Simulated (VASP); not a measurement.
The system is Cu2O.

```
Cu O
1.0
     4.26000    0.00000    0.00000
     0.00000    4.26000    0.00000
     0.00000    0.00000    4.26000
Cu O
4 2
Direct
  0.25000 0.25000 0.25000
  0.25000 0.75000 0.75000
  0.75000 0.75000 0.25000
  0.75000 0.25000 0.75000
  0.00000 0.00000 0.00000
  0.50000 0.50000 0.50000
```

Base run:

* Program: VASP 6.6.1
* Functional: HSE06
* Potentials or basis: VASP PAW PBE potentials, release 64 (Cu, O)
* Cutoff: 520 eV
* k mesh: 4 × 4 × 4
* Occupations: fermi-dirac, width 0.05 eV
* Spin: no spin polarisation

Its results: band gap on the k mesh 2.04 eV, direct; pressure 2.6 GPa.

Problem. The run is repeated on the same cell with these changes: functional from HSE06 to PBE0. What comes out?

Solution. Band gap on the k mesh 2.78 eV, direct; pressure 2.4 GPa.

Caveats: the PAW data sets were made with another functional, which shifts forces and pressure a little.

